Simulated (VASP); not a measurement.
Wanted: the native input for a VASP 6.6.1 run.

| Property | Result |
| --- | --- |
| Task | relaxation of cell and atoms |
| Functional | PBE |
| Potentials or basis | VASP PAW PBE potentials, release 64 (Ag_GW) |
| Cutoff | 630 eV |
| k mesh | 11 × 11 × 11 |
| Occupations | fermi-dirac, width 0.05 eV |
| Spin | no spin polarisation |
| Further INCAR settings | ALGO = Normal; EDIFF = 1e-07; IBRION = 2; EDIFFG = -0.01; NSW = 60; ISIF = 3 |

The structure of Ag lies in POSCAR:

```
Ag
1.0
    0.0000000000      2.0427500000      2.0427500000
    2.0427500000      0.0000000000      2.0427500000
    2.0427500000      2.0427500000      0.0000000000
Ag
1
Direct
    0.0000000000      0.0000000000      0.0000000000
```

The input as run:

INCAR

```
SYSTEM = Ag
  PREC = Accurate
  ENCUT = 630
  EDIFF = 1E-7
  ISMEAR = -1
  SIGMA = 0.05
  LREAL = .FALSE.
  LASPH = .TRUE.
  NELM = 80
  ALGO = Normal
  ISIF = 3
  LWAVE = .FALSE.
  LCHARG = .FALSE.
  GGA = PE
  IBRION = 2
  NSW = 60
  EDIFFG = -0.01
```

KPOINTS

```
Automatic mesh
0
G
  11 11 11
  0 0 0
```

Potentials or basis: VASP PAW PBE potentials, release 64 (Ag_GW).

Launch:

```bash
$ cat potpaw_PBE.64/Ag_GW/POTCAR > POTCAR
$ mpirun -np 1 vasp_std > vasp.out
```

Results of the run:

```
Relaxed volume                         : 17.75 Å³/atom
Relaxed cell                           : a = 2.928 Å, b = 2.928 Å, c = 2.928 Å, α = 60.00°, β = 60.00°, γ = 60.00°
Space group after relaxing (to 0.05 Å) : Fm-3m (No. 225)
Energy gained by relaxing              : 8.7 meV/atom
Ionic steps                            : 3
Pressure after relaxing                : 0.0 GPa
Band gap on the k mesh                 : none (metal or under the smearing width)
```

Wall time 43 s on 1 thread of AMD EPYC 7R43 64-Core Processor (Zen 3) (shared host), peak memory 0.12 GiB.
